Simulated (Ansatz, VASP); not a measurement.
Bi in VASP and in Ansatz

The input INCAR:

```
SYSTEM = Bi
PREC = Accurate
ENCUT = 520
EDIFF = 1E-7
ISMEAR = -1
SIGMA = 0.08
LREAL = .FALSE.
LASPH = .TRUE.
NELM = 80
ALGO = Normal
ISIF = 2
LWAVE = .FALSE.
LCHARG = .FALSE.
GGA = PS
NBANDS = 22
```

File KPOINTS:

```
regular mesh
0
G
  9 9 3
  0 0 0
```

Contents of POSCAR:

```
Bi
1.0
    4.5390002997      0.0000000000      0.0000000000
   -2.2695001499      3.9308895674      0.0000000000
    0.0000000000      0.0000000000     11.7107100000
Bi
2
Direct
    0.3333333333      0.6666666667      0.2500000000
    0.6666666667      0.3333333333      0.7500000000
```

Input for Ansatz:

```yaml
crystal:
  lattice:
    - [4.5390002997, 0.0, 0.0]
    - [-2.2695001499, 3.9308895674, 0.0]
    - [0.0, 0.0, 11.71071]
  atoms:
    - { symbol: Bi, position: [0.3333333333, 0.6666666667, 0.25] }
    - { symbol: Bi, position: [0.6666666667, 0.3333333333, 0.75] }
kpoints:
  mp_grid: { grid: [9, 9, 3] }
  band_path:
    path:
      - [0.0, 0.0, 0.0]
      - [0.5, 0.0, 0.0]
      - [0.3333333333, 0.3333333333, 0.0]
      - [0.0, 0.0, 0.0]
      - [0.0, 0.0, 0.5]
      - [0.5, 0.0, 0.5]
      - [0.3333333333, 0.3333333333, 0.5]
      - [0.0, 0.0, 0.5]
      - [0.5, 0.0, 0.5]
    npoints: 5
scf:
  occupations: { method: fermi_dirac, width: 0.08 }
hamiltonian:
  xc: pbesol
  pseudopotentials: { kind: all_electron, lapw: { basis_error: 0.00025 } }
output:
  forces: true
  stress: true
  eigenvalues: true
```

Change from the starting cell: zz strain of -1 %.

Alike in both runs: task single point; functional PBEsol; k mesh 9 × 9 × 3; occupations fermi-dirac, width 0.08 eV; no spin polarisation.

|  | VASP | Ansatz |
| --- | --- | --- |
| version | VASP 6.6.1 | Ansatz 0.2.0 |
| potentials or method | VASP PAW PBE potentials, release 64 (Bi_d) | all-electron LAPW, scalar-relativistic |
| plane-wave cutoff (eV) | 520 | see its input |

```csv
,VASP,Ansatz,Ansatz less VASP
pressure (GPa),-3.5,-3.5,+0.02
largest component of the traceless stress (GPa),3.08,3.08,-0.001
```

Ansatz ran all-electron here, so the differences hold the error of VASP's frozen core and of both bases.

Caveats: the PAW data sets were made with another functional, which shifts forces and pressure a little (VASP); spin-orbit coupling is left out, which moves the levels of the heavy elements.
